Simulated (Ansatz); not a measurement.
## Straining BaTiO$_{3}$

Method: DFT PBE, scalar-relativistic, plane waves, PAW in Ansatz 0.2.0. Run with 420 eV cutoff, 8×8×8 k-mesh, Gaussian smearing of 0.02 eV, no spin polarisation.

Starting point, cell and atoms relaxed:

```
CELL_PARAMETERS angstrom
4.01925 0.00000 0.00000
0.00000 4.01925 0.00000
0.00000 0.00000 4.01925
ATOMIC_POSITIONS crystal
Ba 0.50000 0.50000 0.50000
Ti 0.00000 0.00000 0.00000
O 0.50000 0.00000 0.00000
O 0.00000 0.50000 0.00000
O 0.00000 0.00000 0.50000
```

Deformation: c alone is stretched, the rest of the cell is held and the atoms relax, all within the symmetry that the strain leaves. Energies are extrapolated to zero smearing. Stress is positive in compression, on the Cartesian axes of the cell above. Gaps are Kohn–Sham gaps over the whole zone.

Spin-orbit coupling is left out, which matters for the bands and energies of heavy elements.

| strain (%) | ΔE (meV/atom) | a (Å) | b (Å) | c (Å) | σxx (GPa) | σyy (GPa) | σzz (GPa) | gap (eV) |
| --- | --- | --- | --- | --- | --- | --- | --- | --- |
| -3.0 | ? | 4.019 | 4.019 | 3.899 | ? | ? | ? | ? |
| -2.0 | 4.9 | 4.019 | 4.019 | 3.939 | 2.18 | 2.18 | 6.28 | 1.78 |
| -1.0 | 1.2 | 4.019 | 4.019 | 3.979 | 1.06 | 1.06 | 2.98 | 1.79 |
| +0.0 | 0.0 | 4.019 | 4.019 | 4.019 | 0.00 | 0.00 | 0.00 | 1.78 |
| +1.0 | ? | 4.019 | 4.019 | 4.059 | ? | ? | ? | ? |
| +2.0 | 4.2 | 4.019 | 4.019 | 4.100 | -1.96 | -1.96 | -5.08 | 1.70 |
| +3.0 | 9.3 | 4.019 | 4.019 | 4.140 | -2.86 | -2.86 | -7.24 | 1.66 |

Question: Fill in the row at -3.0 %.

Answer: ΔE 11.5 meV/atom; σxx 3.36 GPa; σyy 3.36 GPa; σzz 9.93 GPa; gap 1.78 eV.

Question: Fill in the row at +1.0 %.

Answer: ΔE 1.1 meV/atom; σxx -1.00 GPa; σyy -1.00 GPa; σzz -2.68 GPa; gap 1.74 eV.

Symmetry holds off the tilts and polar distortions that many cubic perovskites undergo.